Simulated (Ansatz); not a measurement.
# How far is this PbS from the hull?

These are results of DFT PBE, scalar-relativistic, plane waves, PAW (Ansatz), not measurements. All cells share a 420 eV cutoff and Γ-centred k meshes spaced at most about 0.3 Å⁻¹ (2π included). No spin polarisation.

Energies over the elements count from the elements' standard structures at the same level, with no fitted energy shifts.

Temperature and zero-point effects are left out. Spin–orbit coupling, which can matter for Pb, is left out. The reference form of S is held partly by dispersion forces, which this level lacks.

The competitors are the elements and 2 reference phases of this chemical system (from databases or known types: PbS, PbS2), relaxed at the same level; other known phases may be missing.

The candidate was reached from: random sheet. The sheet is periodic along a and b; c holds vacuum.

```yaml
crystal:
  periodic: [true, true, false]
  lattice:
    - [4.24693, 0.00000, 0.00000]
    - [0.00000, 4.24693, 0.00000]
    - [0.00000, 0.00000, 30.91340]
  atoms:
    - { symbol: Pb, position: [0.00000, 0.50000, 0.24575] }
    - { symbol: Pb, position: [0.50000, 0.00000, 0.33653] }
    - { symbol: S, position: [0.00000, 0.50000, 0.33284] }
    - { symbol: S, position: [0.50000, 0.00000, 0.24943] }
```

Question: Is it stable, and against what?

Answer: Not the lowest form: another structure of the same formula lies lower. Its formation energy is -0.491 eV/atom. The lowest competing phase at this composition is this:

| phase | space group | source | share of atoms | ΔE_f (eV/atom) |
| --- | --- | --- | --- | --- |
| PbS | Fm-3m (No. 225) | COD | 1.0000 | -0.550 |

The candidate lies 59 meV/atom above this phase. The rivals are bulk phases, so the margin includes the cost of making a free sheet. Checks: no imaginary mode at Γ (other wave vectors untested).
